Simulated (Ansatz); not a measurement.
The system is Si2Mo.

```
CELL_PARAMETERS angstrom
4.58547 0.00000 0.00000
-2.29274 3.97113 0.00000
0.00000 0.00000 6.57976
ATOMIC_POSITIONS crystal
Mo 0.50000 0.50000 0.83333
Mo 0.00000 0.50000 0.16667
Mo 0.50000 0.00000 0.50000
Si 0.16387 0.32775 0.50000
Si 0.67225 0.83613 0.16667
Si 0.83613 0.16387 0.83333
Si 0.83613 0.67225 0.50000
Si 0.32775 0.16387 0.16667
Si 0.16387 0.83613 0.83333
```

Measurements of this composition are mostly on another form, of space group No. 139.

* Program: Ansatz 0.2.0
* Task: relaxation of cell and atoms
* Functional: RPBE
* Dispersion: D3(BJ)
* Potentials or basis: Ansatz PAW
* Cutoff: 420 eV (not typed: the program's choice for these potentials)
* k mesh: 7 × 7 × 4
* Occupations: fermi-dirac, width 0.05 eV
* Spin: no spin polarisation

At the start: volume 13.31 Å³/atom.

Task: Where does the relaxation end?

Result: It ends after 5 steps and the volume is 11.63 Å³/atom (-12.6 %); space group P6_222 (No. 180, to 0.05 Å).

Step by step:
```
step  energy change (eV)  largest force (eV/Å)  volume (Å³)
   1              0.0000                0.0106       119.81
   2             -1.6718                0.2414       103.75
   3             -1.6861                0.0127       104.93
   4             -1.6866                0.0011       104.70
   5             -1.6830                0.0010       104.70
```

Final structure:
```
Mo Si
1.0
     4.37613    0.00000    0.00000
    -2.18806    3.78984    0.00000
     0.00000    0.00000    6.31304
Mo Si
3 6
Direct
  0.50000 0.50000 0.83333
  0.00000 0.50000 0.16667
  0.50000 0.00000 0.50000
  0.16371 0.32743 0.50000
  0.67257 0.83629 0.16667
  0.83629 0.16371 0.83333
  0.83629 0.67257 0.50000
  0.32743 0.16371 0.16667
  0.16371 0.83629 0.83333
```

Caveat: the plane-wave basis is chosen anew once the cell has moved, so the energies of steps on either side of that aren't comparable; the PAW data sets come from PBE, with cores solved anew for the run's functional, which leaves a small shift of forces and pressure.
